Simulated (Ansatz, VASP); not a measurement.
# Two plane-wave programs on GaAs

Contents of POSCAR:

```
GaAs
1.0
    0.0000000000      2.8911633392      2.7831902744
    2.8911633392      0.0000000000      2.7831902744
    2.8911633392      2.8911633392      0.0000000000
Ga As
1 1
Direct
    0.0000000000      0.0000000000      0.0000000000
    0.2500000000      0.2500000000      0.2500000000
```

Contents of INCAR.step1:

```
SYSTEM = GaAs
PREC     = Accurate       ! precision mode
ENCUT    = 520            ! plane-wave cutoff, eV
EDIFF    = 1E-5           ! SCF threshold, eV
ISMEAR   = 0              ! smearing method
SIGMA    = 0.01           ! smearing width, eV
LREAL    = .FALSE.        ! projectors in reciprocal space
LASPH    = .TRUE.         ! aspherical terms in the spheres
NELM     = 100            ! most SCF steps
ALGO     = Normal         ! electronic algorithm
ISIF     = 2              ! what is computed and relaxed
LWAVE    = .TRUE.         ! write WAVECAR
LCHARG   = .FALSE.        ! write CHGCAR
NBANDS   = 16             ! bands
GGA      = PE             ! functional
```

INCAR.step2

```
SYSTEM = GaAs
PREC     = Accurate       ! precision mode
ENCUT    = 520            ! plane-wave cutoff, eV
EDIFF    = 1E-7           ! SCF threshold, eV
ISMEAR   = 0              ! smearing method
SIGMA    = 0.01           ! smearing width, eV
LREAL    = .FALSE.        ! projectors in reciprocal space
LASPH    = .TRUE.         ! aspherical terms in the spheres
NELM     = 100            ! most SCF steps
ALGO     = Normal         ! electronic algorithm
ISIF     = 2              ! what is computed and relaxed
LWAVE    = .FALSE.        ! write WAVECAR
LCHARG   = .FALSE.        ! write CHGCAR
GGA      = PE             ! functional
LHFCALC  = .TRUE.         ! exact exchange
HFSCREEN = 0.2079         ! screening, 1/A
PRECFOCK = Normal       
NBANDS   = 16             ! bands
ISTART   = 1
```

KPOINTS

```
regular mesh
0
G
  6 6 6
  0 0 0
```

Input for Ansatz:

```yaml
crystal:
  lattice:
    - [0.0, 2.8911633392, 2.7831902744]
    - [2.8911633392, 0.0, 2.7831902744]
    - [2.8911633392, 2.8911633392, 0.0]
  atoms:
    - { symbol: Ga, position: [0.0, 0.0, 0.0] }
    - { symbol: As, position: [0.25, 0.25, 0.25] }
kpoints:
  mp_grid: { grid: [6, 6, 6] }
  band_path:
    path:
      - [0.0, 0.0, 0.0]
      - [-0.5, -0.5, 0.0]
      - [-0.375, -0.375, 0.25]
      - [-0.375, 0.0, 0.375]
      - [0.0, 0.0, 0.5]
      - [-0.5, -0.25, 0.25]
    npoints: 1
hamiltonian:
  xc: hse06
scf:
  occupations: { method: fixed }
  n_extra_bands: 4
output:
  forces: true
  stress: true
  eigenvalues: true
```

Change from the starting cell: epitaxial_xy strain +2.0%.

Alike in both runs: task single point; functional HSE06; k mesh 6 × 6 × 6; no spin polarisation.

|  | VASP | Ansatz |
| --- | --- | --- |
| version | VASP 6.6.1 | Ansatz 0.2.0 |
| potentials or method | VASP PAW PBE potentials, release 64 (Ga_d, As) | plane waves, PAW |
| plane-wave cutoff (eV) | 520 | 420 |
| occupations | gaussian, width 0.01 eV | fixed |
| valence electrons in the cell | 18 | 28 |

```csv
,VASP,Ansatz,Ansatz less VASP
gap on the k mesh at the Fermi level (eV),1.01,1.02,+0.005
pressure (GPa),-1.2,-1.0,+0.13
largest component of the traceless stress (GPa),1.61,1.60,-0.008
```

The two sets of potentials don't hold the same shells in valence. Ansatz warned: «stress_exchange_threshold_loose».

Caveats: the PAW data sets were made with another functional, which shifts forces and pressure a little (VASP). A k mesh can miss the band edges.
